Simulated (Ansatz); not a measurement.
# Nb2NOS MXene bilayer (AA) in a perpendicular field, part 3 of 3

What dipole does a perpendicular field induce in the Nb2NOS MXene bilayer (AA)? A positive field points along +c.

Ansatz 0.2.0; plane-wave DFT, r2SCAN-D4, Ansatz PAW.

So far. Step 7 (Atoms held, field 0.2 V/Å): The dipole is 0.146 e·Å, 0.139 e·Å from its value without field.

### Step 8. Atoms held, field 0.3 V/Å

input.yaml reads:

```yaml
crystal:
  lattice:
    - [3.1991190948, 0.0, 0.0]
    - [-1.5995595474, 2.7705184058, 0.0]
    - [0.0, 0.0, 30.8287817159]
  atoms:
    - { symbol: S, position: [0.3333333333, 0.6666666667, 0.2919349873] }
    - { symbol: Nb, position: [0.6666666667, 0.3333333333, 0.3445362726] }
    - { symbol: "N", position: [0.0, 0.0, 0.3848016745] }
    - { symbol: Nb, position: [0.3333333333, 0.6666666667, 0.4210107452] }
    - { symbol: O, position: [0.6666666667, 0.3333333333, 0.4537595118] }
    - { symbol: S, position: [0.3333333333, 0.6666666667, 0.5460984203] }
    - { symbol: Nb, position: [0.6666666667, 0.3333333333, 0.598641517] }
    - { symbol: "N", position: [0.0, 0.0, 0.6388820916] }
    - { symbol: Nb, position: [0.3333333333, 0.6666666667, 0.6750296888] }
    - { symbol: O, position: [0.6666666667, 0.3333333333, 0.7080650127] }
kpoints:
  mp_grid: { grid: [18, 18, 1] }
  band_path:
    path: [[0, 0, 0], [0.5, 0, 0], [0.33333333, 0.33333333, 0], [0, 0, 0]]
    npoints: 16
hamiltonian:
  xc: r2scan
  dispersion: d4
scf:
  occupations: { method: fermi_dirac, width: 0.05 }
  convergence: { dr2_threshold: 1.0e-10 }
efield:
  axis: 3
  dipole_correction: true
  ramp_position: 0.9445
  ramp_width: 0.0984
  amplitude: 0.3
output:
  dos: { projected: true, e_range: [-6, 5] }
  bader: true
  write_potential: true
  write_density: true
  volumetric_format: npy
  elf: true
```

On the command line:

```sh
> ansatz run input.yaml --threads 4 --pin off --max-ram 12288MiB --backend cpu --events-out ev --progress --plain --runs-dir out
```

Numbers of over 12 decimals in the logs are rounded to 6 here.

The log of the run:

```text
[...]
Crystal: 10 atoms, lattice volume = 273.242 Å³
Basis set: ecut = 500 eV, 6899 PW (Γ), exchange–correlation on 96×96×900 points (64 copies of the dense FFT grid, shifted against one another)
Bands: 53, of which v1, the nominal top of the filled ones, is band 43 counted from 1 (42 counted from 0)
Symmetry: 6 space group operations
[...]
--- Bader charges: 10 sites ---
  site symbol  charge [e]  shift [e]
     0      S     -0.8869     0.0009
     1     Nb      1.7318     0.0014
     2      N     -1.8258     0.0007
     3     Nb      2.2061     0.0001
     4      O     -1.2383     0.0003
     5      S     -0.8744     0.0009
     6     Nb      1.7312     0.0014
     7      N     -1.8259     0.0007
     8     Nb      2.2088     0.0001
     9      O     -1.2267     0.0002
  estimated error of the sums over rays = 8.4e-4 e
[key lines of the parts left out:]
SCF converged after 12 iterations
Free energy (F): -21984.517854 eV
Fermi energy:    4.117245 eV
Dipole field:    D = 0.142643 V/Å  (p = 0.215395 e·Å, saw-weighted, corrected)
```

The job ended after 77 s (4 threads of Intel Xeon Platinum 8259CL at 2.50GHz (Skylake/Cascade Lake), shared host; peak memory 1.6 GiB; 5 min of CPU time).

The dipole is 0.215 e·Å, 0.209 e·Å from its value without field.

### Step 9. Response, atoms held

This step: plane-wave DFT, r2SCAN-D4, Ansatz PAW; response to a field along the normal, atoms held (Ansatz 0.2.0).

The dipoles give the slope, and the difference of two potentials shows where the field is screened.

This step gave:

| Quantity | Value |
| --- | --- |
| equivalent conductor thickness p/(ε₀AE) | 14.23 Å |
| distance between the outer atoms | 12.83 Å |

Dipole of the cell against applied field:

```
applied field (V/Å)  dipole of the cell (e·Å)
             -0.050                   -0.0286
              0.000                   0.00621
              0.050                    0.0411
              0.100                    0.0759
              0.200                     0.146
              0.300                     0.215
```

Local field over the applied field, running mean. From the potentials at -0.05 and 0.05 V/Å; running mean over 2.5 Å. The local field over applied field by z:

```
z (Å)  local field over applied field
  4.5                           0.999
  5.0                           0.998
  5.5                           0.993
  6.0                           0.977
  6.5                           0.932
  7.0                           0.833
  7.5                           0.678
  8.0                           0.501
  8.5                           0.320
  9.0                           0.172
  9.5                          0.0840
 10.0                          0.0419
 10.5                          0.0253
 11.0                          0.0230
 11.5                          0.0176
 12.0                         0.00524
 12.5                         0.00150
 13.0                          9.8e-4
 13.5                         0.00339
 14.0                         0.00522
 14.5                         0.00828
 15.0                          0.0115
 15.5                          0.0119
 16.0                          0.0101
 16.5                         0.00676
 17.0                         0.00287
 17.5                          3.8e-4
 18.0                        -0.00187
 18.5                        -0.00547
 19.0                        -0.00323
 19.5                         0.00587
 20.0                          0.0216
 20.5                          0.0524
 21.0                           0.118
 21.5                           0.229
 22.0                           0.386
 22.5                           0.559
 23.0                           0.727
 23.5                           0.863
 24.0                           0.949
 24.5                           0.985
 25.0                           0.996
 25.5                           0.999
 26.0                           1.000
 26.5                           1.000
```

Electrons, planar mean, per unit field. Table of induced electron density by z:

```
z (Å)  induced electron density (e/Å³ per V/Å)
  4.5                                   2.3e-6
  5.0                                   8.2e-6
  5.5                                   2.8e-5
  6.0                                   9.7e-5
  6.5                                   3.2e-4
  7.0                                   9.4e-4
  7.5                                  0.00229
  8.0                                  0.00367
  8.5                                  0.00226
  9.0                                  0.00100
  9.5                                   4.9e-4
 10.0                                  -9.6e-4
 10.5                                   6.5e-4
 11.0                                   1.3e-4
 11.5                                   5.9e-5
 12.0                                   6.9e-6
 12.5                                  -5.8e-5
 13.0                                   1.6e-4
 13.5                                  -3.6e-5
 14.0                                  -1.3e-4
 14.5                                  -8.7e-5
 15.0                                  -2.3e-5
 15.5                                   5.1e-5
 16.0                                   8.4e-5
 16.5                                   2.1e-5
 17.0                                   1.8e-5
 17.5                                   3.8e-5
 18.0                                   5.0e-5
 18.5                                  -7.9e-5
 19.0                                   1.8e-4
 19.5                                  -9.3e-5
 20.0                                  -3.8e-4
 20.5                                  -2.8e-4
 21.0                                  -2.9e-4
 21.5                                 -0.00176
 22.0                                 -0.00179
 22.5                                 -0.00357
 23.0                                 -0.00202
 23.5                                  -7.2e-4
 24.0                                  -2.1e-4
 24.5                                  -5.6e-5
 25.0                                  -1.5e-5
 25.5                                  -3.7e-6
 26.0                                  -9.5e-7
 26.5                                  -2.5e-7
```

By hand: between -0.05 and 0.05 V/Å the dipole changes by 0.06970 e·Å, a slope of 0.6970 e·Å²/V. A perfect conductor of thickness t has p = ε₀AEt, so t = 180.95 × 0.6970 / 8.863 = 14.23 Å (e/ε₀ = 180.95 V·Å, A in Å²).

The induced dipole is that of a conductor 14.23 Å thick.

### Step 10. A changed input

This step: plane-wave DFT, r2SCAN-D4, Ansatz PAW (Ansatz 0.2.0).

An input spoilt on purpose, to show how the run answers: it repeats the earlier run at 0.05 V/Å with efield.ramp_width from 0.06 to 0.9, and scf.max_iter set to 80.

Changes to input.yaml since step 8:

```diff
@@ -27,2 +27,3 @@
   convergence: { dr2_threshold: 1.0e-10 }
+  max_iter: 80
 efield:
@@ -30,8 +31,6 @@
   dipole_correction: true
-  ramp_position: 0.9445
-  ramp_width: 0.0984
-  amplitude: 0.3
+  ramp_position: 0.97
+  ramp_width: 0.9
+  amplitude: 0.05
 output:
-  dos: { projected: true, e_range: [-6, 5] }
-  bader: true
   write_potential: true
@@ -39,2 +38 @@
   volumetric_format: npy
-  elf: true
```

The log of the run:

```text
Engine: ansatz 0.2.0, x86_64-unknown-linux-gnu
Pseudopotentials: kind: paw
Pseudopotential: S, paw, valence charge 6, recommended cutoff 500 eV (meta_gga), S.paw.azcp
Pseudopotential: Nb, paw, valence charge 13, recommended cutoff 500 eV (meta_gga), Nb.paw.azcp
Pseudopotential: N, paw, valence charge 5, recommended cutoff 500 eV (meta_gga), N.paw.azcp
Pseudopotential: O, paw, valence charge 6, recommended cutoff 500 eV (meta_gga), O.paw.azcp
Functional definition: r2SCAN
  parameter k0 = 0.174
  parameter k1 = 0.065
  parameter a1 = 4.9479
  exchange = r2scan_x(k0 = k0, k1 = k1, a1 = a1)
  correlation = r2scan_c
Crystal: 10 atoms, lattice volume = 273.242 Å³
Basis set: ecut = 500 eV, 6899 PW (Γ), exchange–correlation on 96×96×900 points (64 copies of the dense FFT grid, shifted against one another)
Bands: 53, of which v1, the nominal top of the filled ones, is band 43 counted from 1 (42 counted from 0)
Symmetry: 6 space group operations
Space group: P3m1 (ITA 156), of the structure as read, at distance tolerance 6.5e-5 Å
k-points: 37 of 324 (time reversal used)
Non-local potential: S, projectors of the file, l = 0: 2, l = 1: 2, l = 2: 2
Non-local potential: Nb, projectors of the file, l = 0: 3, l = 1: 2, l = 2: 2, l = 3: 1
Non-local potential: N, projectors of the file, l = 0: 2, l = 1: 2, l = 2: 1
Non-local potential: O, projectors of the file, l = 0: 2, l = 1: 2, l = 2: 1
PAW form: soft (Blöchl's): semilocal exchange-correlation on the pseudo side does not see the compensation charge
PAW frozen core: S, regenerated for the run's functional (the file was generated under x = pbe(κ = 0.804, μ = 0.219515), c = pbe(β = 0.066725))
PAW frozen core: Nb, regenerated for the run's functional (the file was generated under x = pbe(κ = 0.804, μ = 0.219515), c = pbe(β = 0.066725))
PAW frozen core: N, regenerated for the run's functional (the file was generated under x = pbe(κ = 0.804, μ = 0.219515), c = pbe(β = 0.066725))
PAW frozen core: O, regenerated for the run's functional (the file was generated under x = pbe(κ = 0.804, μ = 0.219515), c = pbe(β = 0.066725))
PAW one-centre angular grid: S, 302 points (default); XC on 160 Gauss nodes
PAW one-centre angular grid: Nb, 590 points (default); XC on 160 Gauss nodes
PAW one-centre angular grid: N, 302 points (default); XC on 160 Gauss nodes
PAW one-centre angular grid: O, 302 points (default); XC on 160 Gauss nodes
Initial density: superposition of atomic densities (neutral atoms: chi_scale 0, normalization atom), corrected by the library's trained network
Initial wavefunctions: pseudopotential atomic-orbital guess
Functional: x = r2scan, c = r2scan; τ floored in thin density (d = 2e-4 eV/Å³)
Error: efield: ion 0 (S) at fractional coordinate 0.2919 along the field axis lies inside the sawtooth ramp with 2 of the planes that the density is read on at each end, [0.9611, 0.8789] — the ramp must sit in vacuum (an ion there feels the fictitious reversed slope); set or move the ramp (efield.ramp_position / ramp_width) or move the geometry
```

Elapsed: 0.67 s, on 4 threads; peak memory 0.6 GiB.

The input was rejected at the start.

The program's message: “Error: efield: ion 0 (S) at fractional coordinate 0.2919 along the field axis lies inside the sawtooth ramp with 2 of the planes that the density is read on at each end, [0.9611, 0.8789] — the ramp mu …”

The fault put into the input: a ramp so wide that it reaches the atoms.

### Step 11. Varying the input: scf.n_extra_bands = 8

Another changed input: it repeats the earlier run at 0.05 V/Å with scf.n_extra_bands to 8.

Changes to input.yaml since step 10:

```diff
@@ -27,3 +27,3 @@
   convergence: { dr2_threshold: 1.0e-10 }
-  max_iter: 80
+  n_extra_bands: 8
 efield:
@@ -32,3 +32,3 @@
   ramp_position: 0.97
-  ramp_width: 0.9
+  ramp_width: 0.06
   amplitude: 0.05
```

The log of the run:

```text
[...]
Crystal: 10 atoms, lattice volume = 273.242 Å³
Basis set: ecut = 500 eV, 6899 PW (Γ), exchange–correlation on 96×96×900 points (64 copies of the dense FFT grid, shifted against one another)
Bands: 51, of which v1, the nominal top of the filled ones, is band 43 counted from 1 (42 counted from 0)
Symmetry: 6 space group operations
[...]
k-points: 37 of 324 (time reversal used)
[...]
SCF iter   1: F=—  HF=-21984.487460 eV  |F-HF|=—  |Δ(HF+E_count)|=         —  Δρ=1.23e-2  dr2=1.45e0  dr2_τ=5.13e-1  ethr=1.77e-3  p=0.059 e·Å  D=3.92e-2 V/Å  ΔV_dip=-1.21 eV  dr2_dipole=3.76e-1  V_vac-E_F(+/−)=5.30/5.09 eV  ⟨swp⟩=8.6  Hψ=9784  notcnv=0  defer=5
[...]
SCF iter  11: F=-21984.485802 eV  HF=-21984.485802 eV  |F-HF|=9.93e-10  |Δ(HF+E_count)|=   1.39e-9  Δρ=1.19e-7  dr2=4.78e-11  dr2_τ=4.13e-12  ethr=1.00e-12  p=0.041 e·Å  D=2.72e-2 V/Å  ΔV_dip=-0.84 eV  dr2_dipole=2.17e-13  V_vac-E_F(+/−)=5.78/5.20 eV  ⟨swp⟩=12.1  Hψ=6225  notcnv=0
SCF 1 converged in 11 iterations: F = -21984.485802 eV  dr2 = 4.78e-11
[...]
SCF converged after 11 iterations
Free energy (F): -21984.485802 eV
[...]
Internal energy: -21984.464297 eV  (E = F + TS)
E sigma→0 (E₀):  -21984.475049 eV
Entropy (-TS):   -0.021504 eV (-2.150 meV/atom)
Fermi energy:    4.119666 eV
Dipole field:    D = 0.027188 V/Å  (p = 0.041054 e·Å, saw-weighted, corrected)
Work function:   not extracted (applied field tilts the vacuum); planar V_es + V_field profile in the machine report
[...]
--- Band table (eV; the first three rows and the last of 37) ---
  k-point 0: bands = [... 39 lower, 2.5614, 2.8988, 2.8988, 2.9137, 2.9137, 3.6073, 3.6634, 5.2254, ... 4 higher]
  k-point 1: bands = [... 39 lower, 2.3367, 3.0393, 3.0641, 3.1713, 3.1937, 3.6828, 3.7452, 5.1517, ... 4 higher]
  k-point 2: bands = [... 39 lower, 2.0901, 2.9175, 2.9820, 3.5502, 3.5768, 3.9453, 4.0123, 5.1365, ... 4 higher]
  k-point 36: bands = [... 39 lower, 0.3861, 3.6203, 3.7965, 4.3235, 4.3475, 4.7550, 4.7927, 5.9145, ... 4 higher]
```

Run time: 47 s. Hardware: 4 threads; peak memory 1.5 GiB.

Numbers from this step:

```
energy at zero smearing : -21984.4750 eV
dipole along the normal : 0.04105 e·Å
```

The electronic bands at the labelled points (eV, zero at the Fermi level):

```
  point  band 39  band 40  band 41  band 42  band 43  band 44  band 45  band 46
      Γ    -1.56    -1.56    -1.22    -1.22    -1.21    -1.21    -0.51    -0.46
halfway    -2.30    -2.28    -1.87    -1.72     0.19     0.21     0.52     0.61
      M    -2.37    -2.34    -2.32    -2.20     0.89     0.97     1.30     1.31
halfway    -3.18    -3.11    -1.32    -1.22     0.71     0.74     0.99     1.04
      K    -3.77    -3.73    -0.50    -0.32     0.20     0.23     0.64     0.67
halfway    -2.66    -2.62    -1.01    -0.90    -0.73    -0.65     1.21     1.23
      Γ    -1.56    -1.56    -1.22    -1.22    -1.21    -1.21    -0.51    -0.46
```

```
                     quantity  this run  earlier run  difference
dipole along the normal (e·Å)   0.04105      0.04105     -3.9e-7
```

The dipole moves by under 0.5 % or 5e-5 e·Å.

Of the bands kept, 4 cross the Fermi level on this path.

### Step 12. What came out

| Property | Result |
| --- | --- |
| gap without field | none |
| work function, upper face | 5.43 eV |
| step between the vacuum levels | -0.127 eV |
| equivalent conductor thickness, atoms held | 14.2 Å |

In words: The induced dipole equals that of a perfect conductor 14.23 Å thick, while the outer atoms lie 12.83 Å apart. The two faces differ: the vacuum level above lies 0.13 eV lower than the one below. There is no gap over 0.03 eV, with or without the field. The first relaxation ran with spin and lost its moment, and the later runs have none; other magnetic states were not tried. Spin-orbit coupling is left out. The MXene's terminations sit over the metal atoms of its far layer; the site over carbon or nitrogen, which some compounds prefer, was not run.

[Logs are printed without paths, hosts, clocks, repeated set-up lines and the standing remarks that a program may print on its own settings, such as how far it seeks lower states.]

[Hosts, paths, dates, database ids (printed as entryN), source tags and the programs' standing remarks are cut or masked in the printed files.]

[Maps of the electrostatic potential energy from Ansatz leave out the sawtooth potential of an applied field or a dipole correction, so their vacuum need not be flat; planar profiles and work functions include it.]
